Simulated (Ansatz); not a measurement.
BAs, 2 atoms in the cell. It takes space group F-43m (No. 216, cubic). The conventional cell has a = 4.777 Å, b = 4.777 Å, c = 4.777 Å, α = 90.00°, β = 90.00°, γ = 90.00°. Around As (site symmetry -43m) lie 4 B at 2.07 Å. Around B (site symmetry -43m) lie 4 As at 2.07 Å. 

| Property | Result |
| --- | --- |
| Program | Ansatz 0.2.0 |
| Task | relaxation of cell and atoms |
| Functional | BLYP |
| Potentials or basis | Ansatz PAW |
| Cutoff | 420 eV (not typed: the program's choice for these potentials) |
| k mesh | 10 × 10 × 10 |
| Occupations | fermi-dirac, width 0.05 eV |
| Spin | no spin polarisation |

Potentials or basis: Ansatz PAW.

Launch:

```console
$ ansatz run input.yaml --threads 2 --pin off --max-ram 5120MiB --backend cpu --events-out ev --progress --plain --runs-dir out
```

Hardware: 2 threads of AMD EPYC 7B13 (Zen 3), with other jobs on the host.

How long does it take, and how much memory?

Run time: 4.1 s on 2 threads of AMD EPYC 7B13 (Zen 3) (shared host), peak memory 0.35 GiB. Counts: scf iterations 35, plane waves 537, k points 47, bands 13, ion steps 7.
